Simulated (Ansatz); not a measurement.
The system is Zn.

```
CELL_PARAMETERS angstrom
2.67000 0.00000 0.00000
-1.33500 2.31229 0.00000
0.00000 0.00000 4.96600
ATOMIC_POSITIONS crystal
Zn 0.66667 0.33333 0.75000
Zn 0.33333 0.66667 0.25000
```

Base run:

| Item | Value |
| --- | --- |
| Program | Ansatz 0.2.0 |
| Functional | PBEsol |
| Potentials or basis | all-electron LAPW, scalar-relativistic |
| Cutoff | 264 eV (chosen from the basis error) |
| Basis error allowed | 0.001 eV/atom |
| k mesh | 11 × 11 × 6 |
| Occupations | fermi-dirac, width 0.05 eV |
| Spin | no spin polarisation |

Its results: pressure -5.6 GPa.

Question: The run is repeated on the same cell with these changes: functional from PBEsol to LDA. What comes out?

Answer: Pressure -9.1 GPa.

LDA binds more tightly than PBEsol, so the same cell stands under less pressure.
